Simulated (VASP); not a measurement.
# Si6Mo (Fm-3m) in VASP: notebook

One crystal, Si6Mo, is run at these levels: PBE; tasks: single point.

All numbers are computed with VASP 6.6.1; they aren't measurements. Logs are shortened: lines on timing, memory, paths and dates and some standing lists are left out, and cuts for length are marked.

## 1. The cell of the first run

It takes space group Fm-3m (No. 225, cubic). The conventional cell has a = 8.360 Å, b = 8.360 Å, c = 8.360 Å, α = 90.00°, β = 90.00°, γ = 90.00°. Around Si (site symmetry 4mm) lie 1 Mo at 2.44 Å and 4 Si at 2.47 Å. Mo (site symmetry m-3m) is surrounded by 6 Si at 2.44 Å.

The cell was built by a generator and needn't be a form met in nature.

## 2. Single point, PBE (random cell by space group and Wyckoff sites (Fm-3m, No. 225))

File INCAR:

```
SYSTEM = Si6Mo
PREC = Accurate ; ENCUT = 520
EDIFF = 1E-6 ; ISMEAR = 0
SIGMA = 0.1 ; LREAL = .False.
LASPH = .True. ; NELM = 80
ALGO = Normal ; ISIF = 2
LWAVE = .False. ; LCHARG = .False.
GGA = PE ; NBANDS = 28
```

File KPOINTS:

```
regular mesh
0
Gamma
  4 4 4
  0 0 0
```

File POSCAR:

```
Si6Mo
1.0
    0.0000000000      4.1797529720      4.1797529720
    4.1797529720      0.0000000000      4.1797529720
    4.1797529720      4.1797529720      0.0000000000
Si Mo
6 1
Direct
    0.7913956810      0.2086043190      0.2086043190
    0.2086043190      0.7913956810      0.7913956810
    0.2086043190      0.7913956810      0.2086043190
    0.7913956810      0.2086043190      0.7913956810
    0.2086043190      0.2086043190      0.7913956810
    0.7913956810      0.7913956810      0.2086043190
    0.5000000000      0.5000000000      0.5000000000
```

Potentials or basis: VASP PAW PBE potentials, release 64 (Si, Mo_sv).

Started as:

```console
$ cat potpaw_PBE.64/Si/POTCAR potpaw_PBE.64/Mo_sv/POTCAR > POTCAR
$ mpirun -np 1 vasp_std > vasp.out
```

OUTCAR:

```text
SYSTEM = Si6Mo
   PREC = Accurate
   ENCUT = 520
   EDIFF = 1E-6
   ISMEAR = 0
   LREAL = .False.
   LASPH = .True.
   NELM = 80
   ISIF = 2
   GGA = PE

 ion  position               nearest neighbor table
   1  0.791  0.209  0.209-   7 2.44   4 2.47   5 2.47   6 2.47   3 2.47
   2  0.209  0.791  0.791-   7 2.44   4 2.47   5 2.47   6 2.47   3 2.47
   3  0.209  0.791  0.209-   7 2.44   2 2.47   5 2.47   6 2.47   1 2.47
   4  0.791  0.209  0.791-   7 2.44   2 2.47   5 2.47   6 2.47   1 2.47
   5  0.209  0.209  0.791-   7 2.44   2 2.47   3 2.47   4 2.47   1 2.47
   6  0.791  0.791  0.209-   7 2.44   2 2.47   3 2.47   4 2.47   1 2.47
   7  0.500  0.500  0.500-   1 2.44   2 2.44   3 2.44   4 2.44   5 2.44   6 2.44

  LATTYP: Found a face centered cubic cell.
 ALAT       =     8.3595059440

  Lattice vectors:

 A1 = (   0.0000000000,   4.1797529720,   4.1797529720)
 A2 = (   4.1797529720,   0.0000000000,   4.1797529720)
 A3 = (   4.1797529720,   4.1797529720,   0.0000000000)

Analysis of symmetry for initial positions (statically):
=====================================================================
 Subroutine PRICEL returns:
 Original cell was already a primitive cell.

 Routine SETGRP: Setting up the symmetry group for a
 face centered cubic supercell.

 Subroutine GETGRP returns: Found 48 space group operations
 (whereof 48 operations were pure point group operations)
 out of a pool of 48 trial point group operations.

The static configuration has the point symmetry O_h .

Analysis of symmetry for dynamics (positions and initial velocities):
=====================================================================
 Subroutine PRICEL returns:
 Original cell was already a primitive cell.

 Routine SETGRP: Setting up the symmetry group for a
 face centered cubic supercell.

 Subroutine GETGRP returns: Found 48 space group operations
 (whereof 48 operations were pure point group operations)
 out of a pool of 48 trial point group operations.

The dynamic configuration has the point symmetry O_h .

 Subroutine INISYM returns: Found 48 space group operations
 (whereof 48 operations are pure point group operations),
 and found     1 'primitive' translations

----------------------------------------------------------------------------------------

                                     Primitive cell

  volume of cell :     146.0434

  direct lattice vectors                    reciprocal lattice vectors
     0.000000000  4.179752972  4.179752972    -0.119624294  0.119624294  0.119624294
     4.179752972  0.000000000  4.179752972     0.119624294 -0.119624294  0.119624294
     4.179752972  4.179752972  0.000000000     0.119624294  0.119624294 -0.119624294

  length of vectors
     5.911063340  5.911063340  5.911063340     0.207195356  0.207195356  0.207195356

  position of ions in fractional coordinates (direct lattice)
     0.791395681  0.208604319  0.208604319
     0.208604319  0.791395681  0.791395681
     0.208604319  0.791395681  0.208604319
     0.791395681  0.208604319  0.791395681
     0.208604319  0.208604319  0.791395681
     0.791395681  0.791395681  0.208604319
     0.500000000  0.500000000  0.500000000

  ion indices of the primitive-cell ions
   primitive index   ion index
                 1           1
                 2           2
                 3           3
                 4           4
                 5           5
                 6           6
                 7           7

----------------------------------------------------------------------------------------

 KPOINTS: regular mesh

Automatic generation of k-mesh.
 Grid dimensions read from file:
 generate k-points for:    4    4    4

 Generating k-lattice:

  Cartesian coordinates                     Fractional coordinates (reciprocal lattice)
    -0.029906074  0.029906074  0.029906074     0.250000000  0.000000000  0.000000000
     0.029906074 -0.029906074  0.029906074     0.000000000  0.250000000  0.000000000
     0.029906074  0.029906074 -0.029906074     0.000000000  0.000000000  0.250000000

  Length of vectors
     0.051798839  0.051798839  0.051798839

  Shift w.r.t. Gamma in fractional coordinates (k-lattice)
     0.000000000  0.000000000  0.000000000

 Subroutine IBZKPT returns following result:
 ===========================================

 Found      8 irreducible k-points:

 Following reciprocal coordinates:
            Coordinates               Weight
  0.000000  0.000000  0.000000      1.000000
  0.250000  0.000000  0.000000      8.000000
  0.500000  0.000000  0.000000      4.000000
  0.250000  0.250000  0.000000      6.000000
  0.500000  0.250000  0.000000     24.000000
 -0.250000  0.250000  0.000000     12.000000
  0.500000  0.500000  0.000000      3.000000
 -0.250000  0.500000  0.250000      6.000000
   k-points           NKPTS =      8   k-points in BZ     NKDIM =      8   number of bands    NBANDS=     28
   number of dos      NEDOS =    301   number of ions     NIONS =      7
   total plane-waves  NPLWV = 110592
   dimension x,y,z NGX =    48 NGY =   48 NGZ =   48
   dimension x,y,z NGXF=    96 NGYF=   96 NGZF=   96
   ions per type =               6   1
   NGX,Y,Z   is equivalent  to a cutoff of  13.50, 13.50, 13.50 a.u.
   NGXF,Y,Z  is equivalent  to a cutoff of  27.00, 27.00, 27.00 a.u.
 SYSTEM =  Si6Mo
   PREC   = accura    normal or accurate (medium, high low for compatibility)
   ISTART =      0    job   : 0-new  1-cont  2-samecut
   ICHARG =      2    charge: 1-file 2-atom 10-const
   ISPIN  =      1    spin polarized calculation?
   LNONCOLLINEAR =      F non collinear calculations
   LSORBIT =      F    spin-orbit coupling
   LASPH  =      T    aspherical Exc in radial PAW
   ENCUT  =  520.0 eV  38.22 Ry    6.18 a.u.  10.99 10.99 10.99*2*pi/ulx,y,z
   NELM   =     80;   NELMIN=  2; NELMDL= -5     # of ELM steps
   EDIFF  = 0.1E-05   stopping-criterion for ELM
   LREAL  =      F    real-space projection
   EDIFFG = 0.1E-04   stopping-criterion for IOM
   NSW    =      0    number of steps for IOM
   IBRION =     -1    ionic relax: 0-MD 1-quasi-New 2-CG
   NFREE  =      0    steps in history (QN), initial steepest desc. (CG)
   ISIF   =      2    stress and relaxation
   ISYM   =      2    0-nonsym 1-usesym 2-fastsym
   POTIM  = 0.5000    time-step for ionic-motion
   TEBEG  =    0.0;   TEEND  =   0.0 temperature during run
   PSTRESS=    0.0 pullay stress
   NELECT =      38.0000    total number of electrons
   NUPDOWN=      -1.0000    fix difference up-down
   EMIN   =  10.00;   EMAX   =-10.00  energy-range for DOS
   EFERMI =   0.00;   METHOD = LEGACY
   ISMEAR =     0;   SIGMA  =   0.10  broadening in eV -4-tet -1-fermi 0-gaus
   EFERMI_NEDOS =   21; number of points for ismear=-14 and -15
   IALGO  =     38    algorithm
   IMIX   =      4    mixing-type and parameters
     AMIX     =   0.40;   BMIX     =  1.00
     AMIX_MAG =   1.60;   BMIX_MAG =  1.00
  volume/ion in A,a.u.               =      20.86       140.79
  Fermi-wavevector in a.u.,A,eV,Ry     =   1.045142  1.975033 14.861948  1.092322
  Thomas-Fermi vector in A             =   2.179925
   LORBIT       =      0    0 simple, 1 ext, 2 COOP (PROOUT), +10 PAW based schemes
   GGA     = PE    functional components
   LHFCALC =     F    Hartree Fock is set to
   AEXX    =    0.0000 exact exchange contribution
   IVDW    =     0    specifies the selected vdW correction
   LEPSILON=     F    determine dielectric tensor
   LRPA    =     F    only Hartree local field effects (RPA)
 non-spin polarized calculation
 Gauss-broadening in eV      SIGMA  =   0.10
  energy-cutoff  :      520.00
  volume of cell :      146.04
 maximum number of plane-waves:      3972
 NGX is ok and might be reduce to    48
   NGX = 21   NGY = 21   NGZ = 21

 number of electron      38.0000002 magnetization

 Free energy of the ion-electron system (eV)
  ---------------------------------------------------
  ext. energy  EPLUGINS =         0.00000000
  ---------------------------------------------------
  free energy    TOTEN  =       -41.53330316 eV

  energy without entropy =      -41.51803220  energy(sigma->0) =      -41.52566768

 E-fermi :   5.6231     XC(G=0):  -9.4752

 val. band max:        5.3836274737   @ k =   0.2500   0.0000   0.0000
 cond. band min:       5.7014388250   @ k =   0.5000   0.2500   0.0000
 fundamental gap:      0.3178113512
 Fermi energy:         5.6231442483

 k-point     1 :       0.0000    0.0000    0.0000
  band No.  band energies     occupation
      1     -54.6430      2.00000
      2     -28.8288      2.00000
      3     -28.8288      2.00000
      4     -28.8288      2.00000
      5      -6.8279      2.00000
      6      -1.7350      2.00000
[... 20 lines left out ...]
     27       8.9720      0.00000
     28      11.0688      0.00000

 k-point     2 :       0.2500    0.0000    0.0000
  band No.  band energies     occupation
      1     -54.6430      2.00000
      2     -28.8289      2.00000
      3     -28.8288      2.00000
      4     -28.8288      2.00000
      5      -6.6710      2.00000
      6      -2.6802      2.00000
[... 20 lines left out ...]
     27       9.5721      0.00000
     28      10.1515      0.00000

 k-point     3 :       0.5000    0.0000    0.0000
  band No.  band energies     occupation
      1     -54.6430      2.00000
      2     -28.8290      2.00000
      3     -28.8288      2.00000
      4     -28.8288      2.00000
      5      -6.4816      2.00000
      6      -3.3258      2.00000
[... 120 lines left out ...]
      3     -28.8289      2.00000
      4     -28.8289      2.00000
      5      -6.4437      2.00000
      6      -2.7510      2.00000
[... 20 lines left out ...]
     27       8.4378      0.00000
     28      10.7230      0.00000

 k-point     8 :      -0.2500    0.5000    0.2500
  band No.  band energies     occupation
      1     -54.6430      2.00000
      2     -28.8289      2.00000
      3     -28.8289      2.00000
      4     -28.8289      2.00000
      5      -6.4196      2.00000
      6      -2.6781      2.00000
[... 20 lines left out ...]
     27       9.6627      0.00000
     28      10.0571      0.00000

------------------------ aborting loop because EDIFF is reached ----------------------------------------

  FORCE on cell =-STRESS in cart. coord.  units (eV):
  Direction    XX          YY          ZZ          XY          YZ          ZX
  --------------------------------------------------------------------------------------
  -------------------------------------------------------------------------------------
  Total       -0.0760680     -0.0760680     -0.0760680     -0.0000000      0.0000000      0.0000000
  in kB       -0.8345089     -0.8345089     -0.8345089     -0.0000000      0.0000000      0.0000000
  external PRESSURE =      -0.8345089 kB  Pullay stress =       0.0000000 kB

 VOLUME and BASIS-vectors are now :
 -----------------------------------------------------------------------------
  energy-cutoff  :      520.00
  volume of cell :      146.04
      direct lattice vectors                 reciprocal lattice vectors
     0.000000000  4.179752972  4.179752972    -0.119624294  0.119624294  0.119624294
     4.179752972  0.000000000  4.179752972     0.119624294 -0.119624294  0.119624294
     4.179752972  4.179752972  0.000000000     0.119624294  0.119624294 -0.119624294

 POSITION                                       TOTAL-FORCE (eV/Angst)
 -----------------------------------------------------------------------------------
      1.74383      4.17975      4.17975        -0.035061      0.000000      0.000000
      6.61568      4.17975      4.17975         0.035061      0.000000      0.000000
      4.17975      1.74383      4.17975         0.000000     -0.035061      0.000000
      4.17975      6.61568      4.17975         0.000000      0.035061      0.000000
      4.17975      4.17975      1.74383         0.000000      0.000000     -0.035061
      4.17975      4.17975      6.61568         0.000000      0.000000      0.035061
      4.17975      4.17975      4.17975        -0.000000     -0.000000      0.000000
 -----------------------------------------------------------------------------------
    total drift:                               -0.000000     -0.000000     -0.000000

  FREE ENERGIE OF THE ION-ELECTRON SYSTEM (eV)
  ---------------------------------------------------
  free  energy   TOTEN  =       -41.5333031562 eV

  energy  without entropy=      -41.5180321966  energy(sigma->0) =      -41.52566768
```

Run time: 75 s. Hardware: 1 thread of Intel Xeon Platinum 8175M at 2.50GHz (Skylake/Cascade Lake), shared host; peak memory 0.31 GiB.

Results:

```yaml
Free_energy: -41.5333 eV
Pressure: -0.1 GPa
Largest_force: 0.035 eV/Å
Band_gap_on_the_k_mesh: none (metal or under the smearing width)
```

Forces in eV/Å, atoms in the order of the input:
```
Si  -0.035  0.000  0.000
Si   0.035  0.000  0.000
Si   0.000 -0.035  0.000
Si   0.000  0.035  0.000
Si   0.000  0.000 -0.035
Si   0.000  0.000  0.035
Mo   0.000  0.000  0.000
```

Levels at points of the mesh, in eV from the Fermi level:
| k point | band 16 | band 17 | band 18 | band 19 | band 20 | band 21 | band 22 | band 23 |
| --- | --- | --- | --- | --- | --- | --- | --- | --- |
| (0.00, 0.00, 0.00) | -1.92 | -1.92 | 0.48 | 0.48 | 0.48 | 1.20 | 1.20 | 2.46 |
| (0.50, 0.00, 0.00) | -2.06 | -1.71 | -1.71 | -1.40 | -1.21 | 2.84 | 2.84 | 3.50 |
| (0.50, 0.50, 0.00) | -1.34 | -1.20 | -1.20 | -0.44 | 0.57 | 1.03 | 1.57 | 2.00 |

## 3. Single point, PBE (random cell by space group and Wyckoff sites (Fm-3m, No. 225))

File INCAR:

```
SYSTEM = Si6Mo
  PREC = Accurate
  ENCUT = 520
  EDIFF = 1E-6
  ISMEAR = 0
  SIGMA = 0.1
  LREAL = .False.
  LASPH = .True.
  NELM = 80
  ALGO = Normal
  ISIF = 2
  LWAVE = .False.
  LCHARG = .True.
  GGA = PE
  LELF = .True.
  LVHAR = .True.
  NBANDS = 28
```

File KPOINTS:

```
Automatic mesh
0
Gamma
  4 4 4
  0 0 0
```

File POSCAR:

```
Si6Mo
1.0
    0.0000000000      3.9226479500      3.9226479500
    3.9226479500      0.0000000000      3.9226479500
    3.9226479500      3.9226479500      0.0000000000
Si Mo
6 1
Direct
    0.7368433200      0.2631566800      0.2631566800
    0.2631566800      0.7368433200      0.7368433200
    0.2631566800      0.7368433200      0.2631566800
    0.7368433200      0.2631566800      0.7368433200
    0.2631566800      0.2631566800      0.7368433200
    0.7368433200      0.7368433200      0.2631566800
    0.5000000000      0.5000000000      0.5000000000
```

Potentials or basis: VASP PAW PBE potentials, release 64 (Si, Mo_sv).

Started as:

```console
$ cat potpaw_PBE.64/Si/POTCAR potpaw_PBE.64/Mo_sv/POTCAR > POTCAR
$ mpirun -np 1 vasp_std > vasp.out
```

Wall time 80 s (1 thread of Intel Xeon Platinum 8175M at 2.50GHz (Skylake/Cascade Lake), shared host); peak memory 0.25 GiB.

Results (log left out):

```yaml
Free_energy: -18.6580 eV
Pressure: 66.8 GPa
Largest_force: 17.980 eV/Å
Band_gap_on_the_k_mesh: none (metal or under the smearing width)
```

Forces in eV/Å, atoms in the order of the input:
```
Si  -17.980   0.000   0.000
Si   17.980   0.000   0.000
Si    0.000 -17.980   0.000
Si    0.000  17.980   0.000
Si    0.000   0.000 -17.980
Si    0.000   0.000  17.980
Mo    0.000   0.000   0.000
```

Levels at points of the mesh, in eV from the Fermi level:
```csv
k point,band 16,band 17,band 18,band 19,band 20,band 21,band 22,band 23
"(0.00, 0.00, 0.00)",-2.86,-2.86,-0.53,-0.53,-0.28,-0.28,-0.28,0.99
"(0.50, 0.00, 0.00)",-3.52,-2.34,-1.10,-1.10,1.23,1.95,1.95,2.60
"(0.50, 0.50, 0.00)",-1.39,-0.72,-0.30,0.47,0.83,1.03,1.03,1.49
```

Caveat: a pressure of tens of GPa on the cell as given is suspect, and the run, the potentials or the cell itself is likely at fault; forces of over 1 eV/Å show positions far from the minimum, so gaps and moduli don't describe the material at rest.
